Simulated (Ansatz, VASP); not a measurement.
## One calculation of C, two programs

```
CELL_PARAMETERS angstrom
0.00000 1.74109 1.74109
1.74109 0.00000 1.74109
1.74109 1.74109 0.00000
ATOMIC_POSITIONS crystal
C 0.50000 0.50000 0.50000
C 0.75000 0.75000 0.75000
```

Change from the starting cell: strain -0.025 along x and y, -0.025 along z, atoms carried along.

Alike in both runs: task single point; functional PBE; k mesh 12 × 12 × 12; occupations gaussian, width 0.05 eV; no spin polarisation.

|  | VASP | Ansatz |
| --- | --- | --- |
| version | VASP 6.6.1 | Ansatz 0.2.0 |
| potentials or method | VASP PAW PBE potentials, release 64 (C) | scalar-relativistic, plane waves, PAW |
| plane-wave cutoff (eV) | 520 | 420 |
| valence electrons in the cell | 8 | 8 |

Ansatz gave:

| Item | Value |
| --- | --- |
| gap on the k mesh at the Fermi level (eV) | 4.33 |
| least direct gap on the mesh (eV) | 5.80 |
| pressure (GPa) | 37.9 |

Q: Estimate VASP's values.

A: gap on the k mesh at the Fermi level (eV): 4.32; least direct gap on the mesh (eV): 5.79; pressure (GPa): 38.8.

Caveats: so large a pressure means that the cell lies far from this level's equilibrium, or that cutoff or potentials fall short (VASP).
